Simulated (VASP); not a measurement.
# ZnSe (F-43m) in VASP: a series of runs

One crystal, ZnSe, is run at these levels: PBE; tasks: relaxation of cell and atoms.

Everything below comes from runs of VASP 6.6.1. Logs are shortened: lines on timing, memory, paths and dates and some standing lists are left out, and cuts for length are marked.

## 1. The crystal as given

It takes space group F-43m (No. 216, cubic). The conventional cell has a = 5.668 Å, b = 5.668 Å, c = 5.668 Å, α = 90.00°, β = 90.00°, γ = 90.00°. Around Zn (site symmetry -43m) lie 4 Se at 2.45 Å. Se (site symmetry -43m) has 4 Zn at 2.45 Å as nearest neighbours.

## 2. Relaxation of cell and atoms, PBE

Contents of INCAR:

```
SYSTEM = ZnSe
ALGO = Normal
EDIFF = 1E-7
EDIFFG = -0.002
ENCUT = 520
GGA = PE
IBRION = 2
ISIF = 3
ISMEAR = 0
KPAR = 4
LASPH = .TRUE.
LCHARG = .FALSE.
LREAL = .FALSE.
LWAVE = .FALSE.
NELM = 100
NSW = 80
PREC = Accurate
SIGMA = 0.02
```

Contents of KPOINTS:

```
k-points
0
G
  10 10 10
  0 0 0
```

Contents of POSCAR:

```
ZnSe
1.0
    0.0000000000      2.8338000000      2.8338000000
    2.8338000000      0.0000000000      2.8338000000
    2.8338000000      2.8338000000      0.0000000000
Zn Se
1 1
Direct
    0.0000000000      0.0000000000      0.0000000000
    0.2500000000      0.2500000000      0.2500000000
```

Potentials or basis: VASP PAW PBE potentials, release 64 (Zn, Se).

Run with:

```console
$ cat potpaw_PBE.64/Zn/POTCAR potpaw_PBE.64/Se/POTCAR > POTCAR
$ mpirun -np 4 vasp_std > vasp.out
```

OUTCAR:

```text
SYSTEM = ZnSe
   EDIFF = 1E-7
   EDIFFG = -0.002
   ENCUT = 520
   GGA = PE
   IBRION = 2
   ISIF = 3
   ISMEAR = 0
   LASPH = .TRUE.
   LREAL = .FALSE.
   NELM = 100
   NSW = 80
   PREC = Accurate

 ion  position               nearest neighbor table
   1  0.000  0.000  0.000-   2 2.45   2 2.45   2 2.45   2 2.45
   2  0.250  0.250  0.250-   1 2.45   1 2.45   1 2.45   1 2.45

  LATTYP: Found a face centered cubic cell.
 ALAT       =     5.6676000000

  Lattice vectors:

 A1 = (   0.0000000000,   2.8338000000,   2.8338000000)
 A2 = (   2.8338000000,   0.0000000000,   2.8338000000)
 A3 = (   2.8338000000,   2.8338000000,   0.0000000000)

Analysis of symmetry for initial positions (statically):
=====================================================================
 Subroutine PRICEL returns:
 Original cell was already a primitive cell.

 Routine SETGRP: Setting up the symmetry group for a
 face centered cubic supercell.

 Subroutine GETGRP returns: Found 24 space group operations
 (whereof 24 operations were pure point group operations)
 out of a pool of 48 trial point group operations.

The static configuration has the point symmetry T_d .

Analysis of symmetry for dynamics (positions and initial velocities):
=====================================================================
 Subroutine PRICEL returns:
 Original cell was already a primitive cell.

 Routine SETGRP: Setting up the symmetry group for a
 face centered cubic supercell.

 Subroutine GETGRP returns: Found 24 space group operations
 (whereof 24 operations were pure point group operations)
 out of a pool of 48 trial point group operations.

The dynamic configuration has the point symmetry T_d .

 Subroutine INISYM returns: Found 24 space group operations
 (whereof 24 operations are pure point group operations),
 and found     1 'primitive' translations

----------------------------------------------------------------------------------------

                                     Primitive cell

  volume of cell :      45.5132

  direct lattice vectors                    reciprocal lattice vectors
     0.000000000  2.833800000  2.833800000    -0.176441527  0.176441527  0.176441527
     2.833800000  0.000000000  2.833800000     0.176441527 -0.176441527  0.176441527
     2.833800000  2.833800000  0.000000000     0.176441527  0.176441527 -0.176441527

  length of vectors
     4.007598393  4.007598393  4.007598393     0.305605690  0.305605690  0.305605690

  position of ions in fractional coordinates (direct lattice)
     0.000000000  0.000000000  0.000000000
     0.250000000  0.250000000  0.250000000

  ion indices of the primitive-cell ions
   primitive index   ion index
                 1           1
                 2           2

----------------------------------------------------------------------------------------

 KPOINTS: k-points

Automatic generation of k-mesh.
 Grid dimensions read from file:
 generate k-points for:   10   10   10

 Generating k-lattice:

  Cartesian coordinates                     Fractional coordinates (reciprocal lattice)
    -0.017644153  0.017644153  0.017644153     0.100000000  0.000000000  0.000000000
     0.017644153 -0.017644153  0.017644153     0.000000000  0.100000000  0.000000000
     0.017644153  0.017644153 -0.017644153     0.000000000  0.000000000  0.100000000

  Length of vectors
     0.030560569  0.030560569  0.030560569

  Shift w.r.t. Gamma in fractional coordinates (k-lattice)
     0.000000000  0.000000000  0.000000000

 Subroutine IBZKPT returns following result:
 ===========================================

 Found     47 irreducible k-points:

 Following reciprocal coordinates:
            Coordinates               Weight
  0.000000  0.000000  0.000000      1.000000
  0.100000  0.000000  0.000000      8.000000
  0.200000  0.000000  0.000000      8.000000
  0.300000  0.000000  0.000000      8.000000
  0.400000  0.000000  0.000000      8.000000
  0.500000  0.000000  0.000000      4.000000
[... 16 lines left out ...]
  0.300000  0.300000  0.000000      6.000000
  0.400000  0.300000  0.000000     24.000000
 [... further k-points ...]
   k-points           NKPTS =     47   k-points in BZ     NKDIM =     47   number of bands    NBANDS=     13
   number of dos      NEDOS =    301   number of ions     NIONS =      2
   total plane-waves  NPLWV =  27000
   dimension x,y,z NGX =    30 NGY =   30 NGZ =   30
   dimension x,y,z NGXF=    60 NGYF=   60 NGZF=   60
   ions per type =               1   1
   NGX,Y,Z   is equivalent  to a cutoff of  12.44, 12.44, 12.44 a.u.
   NGXF,Y,Z  is equivalent  to a cutoff of  24.89, 24.89, 24.89 a.u.
 SYSTEM =  ZnSe
   PREC   = accura    normal or accurate (medium, high low for compatibility)
   ISTART =      0    job   : 0-new  1-cont  2-samecut
   ICHARG =      2    charge: 1-file 2-atom 10-const
   ISPIN  =      1    spin polarized calculation?
   LNONCOLLINEAR =      F non collinear calculations
   LSORBIT =      F    spin-orbit coupling
   LASPH  =      T    aspherical Exc in radial PAW
   ENCUT  =  520.0 eV  38.22 Ry    6.18 a.u.   7.45  7.45  7.45*2*pi/ulx,y,z
   NELM   =    100;   NELMIN=  2; NELMDL= -5     # of ELM steps
   EDIFF  = 0.1E-06   stopping-criterion for ELM
   LREAL  =      F    real-space projection
   EDIFFG = -.2E-02   stopping-criterion for IOM
   NSW    =     80    number of steps for IOM
   IBRION =      2    ionic relax: 0-MD 1-quasi-New 2-CG
   NFREE  =      1    steps in history (QN), initial steepest desc. (CG)
   ISIF   =      3    stress and relaxation
   ISYM   =      2    0-nonsym 1-usesym 2-fastsym
   POTIM  = 0.5000    time-step for ionic-motion
   TEBEG  =    0.0;   TEEND  =   0.0 temperature during run
   PSTRESS=    0.0 pullay stress
   NELECT =      18.0000    total number of electrons
   NUPDOWN=      -1.0000    fix difference up-down
   EMIN   =  10.00;   EMAX   =-10.00  energy-range for DOS
   EFERMI =   0.00;   METHOD = LEGACY
   ISMEAR =     0;   SIGMA  =   0.02  broadening in eV -4-tet -1-fermi 0-gaus
   EFERMI_NEDOS =   21; number of points for ismear=-14 and -15
   IALGO  =     38    algorithm
   IMIX   =      4    mixing-type and parameters
     AMIX     =   0.40;   BMIX     =  1.00
     AMIX_MAG =   1.60;   BMIX_MAG =  1.00
  volume/ion in A,a.u.               =      22.76       153.57
  Fermi-wavevector in a.u.,A,eV,Ry     =   1.201673  2.270834 19.647073  1.444019
  Thomas-Fermi vector in A             =   2.337476
   LORBIT       =      0    0 simple, 1 ext, 2 COOP (PROOUT), +10 PAW based schemes
   GGA     = PE    functional components
   LHFCALC =     F    Hartree Fock is set to
   AEXX    =    0.0000 exact exchange contribution
   IVDW    =     0    specifies the selected vdW correction
   LEPSILON=     F    determine dielectric tensor
   LRPA    =     F    only Hartree local field effects (RPA)
 conjugate gradient relaxation of ions
 non-spin polarized calculation
 Gauss-broadening in eV      SIGMA  =   0.02
  energy-cutoff  :      520.00
  volume of cell :       45.51
 maximum number of plane-waves:      1244
 NGX is ok and might be reduce to    30
   NGX = 15   NGY = 15   NGZ = 15

--------------------------------------- Ionic step        1  -------------------------------------------

 number of electron      18.0000012 magnetization

 Free energy of the ion-electron system (eV)
  ---------------------------------------------------
  ext. energy  EPLUGINS =         0.00000000
  ---------------------------------------------------
  free energy    TOTEN  =        -6.02076833 eV

  energy without entropy =       -6.02076833  energy(sigma->0) =       -6.02076833

------------------------ aborting loop because EDIFF is reached ----------------------------------------

  FORCE on cell =-STRESS in cart. coord.  units (eV):
  Direction    XX          YY          ZZ          XY          YZ          ZX
  --------------------------------------------------------------------------------------
  -------------------------------------------------------------------------------------
  Total        0.6699390      0.6699390      0.6699390     -0.0000000     -0.0000000      0.0000000
  in kB       23.5835002     23.5835002     23.5835002     -0.0000000     -0.0000000      0.0000000
  external PRESSURE =      23.5835002 kB  Pullay stress =       0.0000000 kB
[... 57 lines left out ...]
  energy  without entropy=       -6.0322730404  energy(sigma->0) =       -6.03227304

--------------------------------------- Ionic step        3  -------------------------------------------

 number of electron      18.0000016 magnetization

 Free energy of the ion-electron system (eV)
  ---------------------------------------------------
  ext. energy  EPLUGINS =         0.00000000
  ---------------------------------------------------
  free energy    TOTEN  =        -6.03315253 eV

  energy without entropy =       -6.03315253  energy(sigma->0) =       -6.03315253

 E-fermi :   1.4293     XC(G=0):  -9.1506

 val. band max:        1.2965060460   @ k =   0.0000   0.0000   0.0000
 cond. band min:       2.4371438683   @ k =   0.0000   0.0000   0.0000
 fundamental gap:      1.1406378224
 Fermi energy:         1.4292600514

 k-point     1 :       0.0000    0.0000    0.0000
  band No.  band energies     occupation
      1     -11.7281      2.00000
      2      -5.1188      2.00000
      3      -5.1188      2.00000
      4      -5.1188      2.00000
      5      -4.7823      2.00000
      6      -4.7823      2.00000
      7       1.2965      2.00000
      8       1.2965      2.00000
      9       1.2965      2.00000
     10       2.4371      0.00000
     11       7.1072      0.00000
     12       7.1072      0.00000
     13       7.1072      0.00000
[... 353 lines left out ...]
 k-point    24 :       0.4000    0.3000    0.0000
  band No.  band energies     occupation
      1     -10.9718      2.00000
      2      -5.0735      2.00000
      3      -4.9513      2.00000
      4      -4.9404      2.00000
      5      -4.7509      2.00000
      6      -4.7493      2.00000
      7      -2.6018      2.00000
      8      -0.5711      2.00000
      9      -0.3614      2.00000
     10       4.8922      0.00000
     11       5.4029      0.00000
     12       9.4325      0.00000
     13      10.3624      0.00000

 [... further k-points ...]
[... 5 lines left out ...]
  --------------------------------------------------------------------------------------
  -------------------------------------------------------------------------------------
  Total        0.0036468      0.0036468      0.0036468      0.0000000      0.0000000     -0.0000000
  in kB        0.1236263      0.1236263      0.1236263      0.0000000      0.0000000     -0.0000000
  external PRESSURE =       0.1236263 kB  Pullay stress =       0.0000000 kB
[... 17 lines left out ...]
  FREE ENERGIE OF THE ION-ELECTRON SYSTEM (eV)
  ---------------------------------------------------
  free  energy   TOTEN  =        -6.0331525328 eV

  energy  without entropy=       -6.0331525328  energy(sigma->0) =       -6.03315253

 reached required accuracy - stopping structural energy minimisation
```

Run time: 26 s. Hardware: 4 MPI ranks of AMD EPYC 7R13 (Zen 3), shared host; peak memory 0.17 GiB.

Results:

```
Free energy                            : -6.0332 eV
Relaxed volume                         : 23.63 Å³/atom
Relaxed cell                           : a = 4.058 Å, b = 4.058 Å, c = 4.058 Å, α = 60.00°, β = 60.00°, γ = 60.00°
Space group after relaxing (to 0.05 Å) : F-43m (No. 216)
Energy gained by relaxing              : 6.2 meV/atom
Ionic steps                            : 3
Pressure after relaxing                : 0.0 GPa
Band gap on the k mesh                 : 1.14 eV, direct
```

Step by step:
```
step  energy change (eV)  largest force (eV/Å)  pressure (GPa)  volume (Å³)
   1              0.0000                0.0000            2.36        45.51
   2             -0.0115                0.0000           -0.56        47.76
   3             -0.0124                0.0000            0.01        47.26
```

Final structure:
```cif
data_structure
_symmetry_space_group_name_H-M 'P 1'
_symmetry_Int_Tables_number 1
_cell_length_a 4.0583
_cell_length_b 4.0583
_cell_length_c 4.0583
_cell_angle_alpha 60.000
_cell_angle_beta 60.000
_cell_angle_gamma 60.000
_cell_volume 47.26
loop_
_atom_site_label
_atom_site_type_symbol
_atom_site_fract_x
_atom_site_fract_y
_atom_site_fract_z
_atom_site_occupancy
Zn1 Zn 0.00000 0.00000 0.00000 1
Se1 Se 0.25000 0.25000 0.25000 1
```

A hybrid or GW would open this gap; PBE tends to underestimate it. Zero-point motion and thermal expansion aren't in these numbers.

## 3. Relaxation of cell and atoms, PBE

This run uses another cell than the first one, of 23.63 Å³/atom, 1.038 times its volume.

INCAR is that of step 2.

KPOINTS is that of step 2.

Contents of POSCAR:

```
ZnSe                                    
1.0
   -0.0000000000      2.8696458688      2.8696458688
    2.8696458688     -0.0000000000      2.8696458688
    2.8696458688      2.8696458688      0.0000000000
  Zn              Se            
     1     1
Direct
     0.0000000000000000    0.0000000000000000    0.0000000000000000
     0.2500000000000000    0.2500000000000000    0.2500000000000000
```

Potentials or basis: VASP PAW PBE potentials, release 64 (Zn, Se).

Run with:

```console
$ cat potpaw_PBE.64/Zn/POTCAR potpaw_PBE.64/Se/POTCAR > POTCAR
$ mpirun -np 4 vasp_std > vasp.out
```

OUTCAR:

```text
SYSTEM = ZnSe
   EDIFF = 1E-7
   EDIFFG = -0.002
   ENCUT = 520
   GGA = PE
   IBRION = 2
   ISIF = 3
   ISMEAR = 0
   LASPH = .TRUE.
   LREAL = .FALSE.
   NELM = 100
   NSW = 80
   PREC = Accurate

 ion  position               nearest neighbor table
   1  0.000  0.000  0.000-   2 2.49   2 2.49   2 2.49   2 2.49
   2  0.250  0.250  0.250-   1 2.49   1 2.49   1 2.49   1 2.49

  LATTYP: Found a face centered cubic cell.
 ALAT       =     5.7392917376

  Lattice vectors:

 A1 = (   0.0000000000,   2.8696458688,   2.8696458688)
 A2 = (   2.8696458688,   0.0000000000,   2.8696458688)
 A3 = (   2.8696458688,   2.8696458688,   0.0000000000)

Analysis of symmetry for initial positions (statically):
=====================================================================
 Subroutine PRICEL returns:
 Original cell was already a primitive cell.

 Routine SETGRP: Setting up the symmetry group for a
 face centered cubic supercell.

 Subroutine GETGRP returns: Found 24 space group operations
 (whereof 24 operations were pure point group operations)
 out of a pool of 48 trial point group operations.

The static configuration has the point symmetry T_d .

[... 216 lines left out ...]
 k-point     1 :       0.0000    0.0000    0.0000
  band No.  band energies     occupation
      1     -11.7292      2.00000
      2      -5.1214      2.00000
      3      -5.1214      2.00000
      4      -5.1214      2.00000
      5      -4.7853      2.00000
      6      -4.7853      2.00000
      7       1.2923      2.00000
      8       1.2923      2.00000
      9       1.2923      2.00000
     10       2.4309      0.00000
     11       7.1031      0.00000
     12       7.1031      0.00000
     13       7.1031      0.00000
[... 354 lines left out ...]
  band No.  band energies     occupation
      1     -10.9737      2.00000
      2      -5.0759      2.00000
      3      -4.9541      2.00000
      4      -4.9432      2.00000
      5      -4.7539      2.00000
      6      -4.7524      2.00000
      7      -2.6044      2.00000
      8      -0.5737      2.00000
      9      -0.3642      2.00000
     10       4.8884      0.00000
     11       5.3981      0.00000
     12       9.4266      0.00000
     13      10.3563      0.00000

 [... further k-points ...]
[... 5 lines left out ...]
  --------------------------------------------------------------------------------------
  -------------------------------------------------------------------------------------
  Total       -0.0026921     -0.0026921     -0.0026921      0.0000000      0.0000000     -0.0000000
  in kB       -0.0912142     -0.0912142     -0.0912142      0.0000000      0.0000000     -0.0000000
  external PRESSURE =      -0.0912142 kB  Pullay stress =       0.0000000 kB

 VOLUME and BASIS-vectors are now :
 -----------------------------------------------------------------------------
  energy-cutoff  :      520.00
  volume of cell :       47.29
      direct lattice vectors                 reciprocal lattice vectors
     0.000000000  2.870132492  2.870132492    -0.174207986  0.174207986  0.174207986
     2.870132492 -0.000000000  2.870132492     0.174207986 -0.174207986  0.174207986
     2.870132492  2.870132492  0.000000000     0.174207986  0.174207986 -0.174207986

 POSITION                                       TOTAL-FORCE (eV/Angst)
 -----------------------------------------------------------------------------------
      0.00000      0.00000      0.00000        -0.000000     -0.000000     -0.000000
      1.43507      1.43507      1.43507         0.000000      0.000000      0.000000
 -----------------------------------------------------------------------------------
    total drift:                               -0.000001     -0.000001     -0.000001

  FREE ENERGIE OF THE ION-ELECTRON SYSTEM (eV)
  ---------------------------------------------------
  free  energy   TOTEN  =        -6.0332029751 eV

  energy  without entropy=       -6.0332029751  energy(sigma->0) =       -6.03320298

 reached required accuracy - stopping structural energy minimisation
```

OSZICAR:

```text
N       E                     dE             d eps       ncg     rms          rms(c)
DAV:   1     0.877216326081E+02    0.87722E+02   -0.90365E+03  1222   0.156E+03
DAV:   2    -0.446964632201E+00   -0.88169E+02   -0.84658E+02  1312   0.278E+02
DAV:   3    -0.626358081952E+01   -0.58166E+01   -0.57931E+01  1527   0.716E+01
[... 13 lines left out ...]
DAV:   2    -0.603321011723E+01    0.42086E-04   -0.15309E-04  1447   0.338E-01    0.179E-02
DAV:   3    -0.603320460711E+01    0.55101E-05   -0.54535E-06  1337   0.206E-02    0.852E-03
DAV:   4    -0.603320317291E+01    0.14342E-05   -0.75212E-07  1387   0.101E-02    0.336E-03
DAV:   5    -0.603320296427E+01    0.20864E-06   -0.14361E-07   816   0.828E-03    0.292E-04
DAV:   6    -0.603320297509E+01   -0.10819E-07   -0.94929E-08   631   0.506E-03
   2 F= -.60332030E+01 E0= -.60332030E+01  d E =0.925579E-06
```

Wall time 16 s (4 MPI ranks of AMD EPYC 7R13 (Zen 3), shared host); peak memory 0.16 GiB.

Results:

| Property | Result |
| --- | --- |
| Free energy | -6.0332 eV |
| Relaxed volume | 23.64 Å³/atom |
| Relaxed cell | a = 4.059 Å, b = 4.059 Å, c = 4.059 Å, α = 60.00°, β = 60.00°, γ = 60.00° |
| Space group after relaxing (to 0.05 Å) | F-43m (No. 216) |
| Energy gained by relaxing | 0.0 meV/atom |
| Ionic steps | 2 |
| Pressure after relaxing | 0.0 GPa |
| Band gap on the k mesh | 1.14 eV, direct |

Final structure:
```
Zn Se
1.0
     0.00000    2.87013    2.87013
     2.87013    0.00000    2.87013
     2.87013    2.87013    0.00000
Zn Se
1 1
Direct
  0.00000 0.00000 0.00000
  0.25000 0.25000 0.25000
```

Levels at points of the mesh, in eV from the valence-band top:
| k point | band 6 | band 7 | band 8 | band 9 | band 10 | band 11 | band 12 | band 13 |
| --- | --- | --- | --- | --- | --- | --- | --- | --- |
| (0.00, 0.00, 0.00) | -6.08 | 0.00 | 0.00 | 0.00 | 1.14 | 5.81 | 5.81 | 5.81 |
| (0.50, 0.00, 0.00) | -5.93 | -4.99 | -0.81 | -0.81 | 2.48 | 6.39 | 6.39 | 8.47 |
| (0.50, 0.50, 0.00) | -5.91 | -4.59 | -2.05 | -2.05 | 3.07 | 3.46 | 10.47 | 10.99 |
